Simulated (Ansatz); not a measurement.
# BaZrS3: the cost of one run

Program: Ansatz 0.2.0. Level of theory: DFT PBEsol, scalar-relativistic, plane waves, PAW, and further levels as typed in the inputs. These are calculated values, not measurements.

## (1) The starting structure

Symmetry: Pnma, No. 62, orthorhombic system. The conventional cell has a = 7.061 Å, b = 9.977 Å, c = 7.014 Å, α = 90.00°, β = 90.00°, γ = 90.00°. Ba (site symmetry m) has 8 S at 3.16 to 3.43 Å as nearest neighbours. Zr (site symmetry -1) has 6 S at 2.53 to 2.54 Å as nearest neighbours. S (site symmetry m) has 2 Zr at 2.53 Å and 2 Ba at 3.16 to 3.22 Å as nearest neighbours. Around S (site symmetry 1) lie 2 Zr at 2.53 to 2.54 Å and 3 Ba at 3.17 to 3.43 Å.

As a file:

```cif
data_structure
_symmetry_space_group_name_H-M 'Pnma'
_symmetry_Int_Tables_number 62
_cell_length_a 7.0610
_cell_length_b 9.9770
_cell_length_c 7.0140
_cell_angle_alpha 90.000
_cell_angle_beta 90.000
_cell_angle_gamma 90.000
_cell_volume 494.12
loop_
_atom_site_label
_atom_site_type_symbol
_atom_site_symmetry_multiplicity
_atom_site_Wyckoff_symbol
_atom_site_fract_x
_atom_site_fract_y
_atom_site_fract_z
_atom_site_occupancy
Ba1 Ba 4 c 0.04303 0.25000 0.00875 1
Zr1 Zr 4 b 0.00000 0.00000 0.50000 1
S1 S 4 c 0.99416 0.25000 0.56090 1
S2 S 8 d 0.21326 0.96818 0.78662 1
```

The structure rests on an entry of the Materials Project (structure only); cell or positions may have been set otherwise for this series.

## (2) Relaxing the atoms: BaZrS3, no spin

File input.yaml:

```yaml
crystal:
  lattice:
    - [7.061, 0.0, 0.0]
    - [0.0, 9.977, 0.0]
    - [0.0, 0.0, 7.014]
  atoms:
    - { symbol: Ba, position: [0.04302725, 0.25, 0.00875008] }
    - { symbol: Ba, position: [0.45697275, 0.75, 0.50875008] }
    - { symbol: Ba, position: [0.54302725, 0.25, 0.49124992] }
    - { symbol: Ba, position: [0.95697275, 0.75, 0.99124992] }
    - { symbol: Zr, position: [0.0, 0.0, 0.5] }
    - { symbol: Zr, position: [0.5, 0.0, 0.0] }
    - { symbol: Zr, position: [0.5, 0.5, 0.0] }
    - { symbol: Zr, position: [0.0, 0.5, 0.5] }
    - { symbol: S, position: [0.99415816, 0.25, 0.56089726] }
    - { symbol: S, position: [0.50584184, 0.75, 0.06089726] }
    - { symbol: S, position: [0.49415816, 0.25, 0.93910274] }
    - { symbol: S, position: [0.00584184, 0.75, 0.43910274] }
    - { symbol: S, position: [0.21325579, 0.96817857, 0.78661805] }
    - { symbol: S, position: [0.28674421, 0.03182143, 0.28661805] }
    - { symbol: S, position: [0.71325579, 0.53182143, 0.71338195] }
    - { symbol: S, position: [0.78674421, 0.46817857, 0.21338195] }
    - { symbol: S, position: [0.78674421, 0.03182143, 0.21338195] }
    - { symbol: S, position: [0.71325579, 0.96817857, 0.71338195] }
    - { symbol: S, position: [0.28674421, 0.46817857, 0.28661805] }
    - { symbol: S, position: [0.21325579, 0.53182143, 0.78661805] }
scf:
  occupations: { method: fixed }
output:
  forces: true
  stress: true
  eigenvalues: true
  write_density: true
  write_potential: true
  elf: true
  volumetric_format: npy
kpoints:
  mp_grid: { grid: [4, 4, 4] }
hamiltonian:
  xc: pbesol
relax:
  f_tol: 0.005
  max_steps: 60
```

The run is started by

```console
$ ansatz run input.yaml --threads 8 --pin off --max-ram 32768MiB --backend cpu --events-out ev --progress --plain --runs-dir out
```

Q: Estimate wall time and peak memory on 8 threads of Intel Xeon Platinum 8259CL at 2.50GHz (Skylake/Cascade Lake), shared host.

About 82 s, with a peak of 3 GiB.
